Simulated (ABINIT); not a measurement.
Crystal: Os.

```
Os
1.0
     2.73410    0.00000    0.00000
    -1.36705    2.36780    0.00000
     0.00000    0.00000    4.31970
Os
2
Direct
  0.66667 0.33333 0.75000
  0.33333 0.66667 0.25000
```

Base run:

```yaml
Program: ABINIT 10.8.3 (patched build)
Functional: r2SCAN
Potentials_or_basis: PseudoDojo NC SR PBE v0.4.1 standard
Cutoff: 1197 eV
k_mesh: 11 × 11 × 6
Occupations: fermi-dirac, width 0.05 eV
Spin: no spin polarisation
```

Its results: band gap on the k mesh none (metal or under the smearing width); pressure -2.2 GPa.

Task: The run is repeated on the same cell with these changes: potentials or basis from PseudoDojo NC SR PBE v0.4.1 standard to Ansatz NC r2SCAN; cutoff from 1197 eV to 1306 eV. What comes out?

Result: Band gap on the k mesh none (metal or under the smearing width); pressure 1.3 GPa.

Caveats: a meta-GGA on potentials with a model core is unreliable (some runs); the potentials were made for another functional, which shifts forces and pressure (some runs).
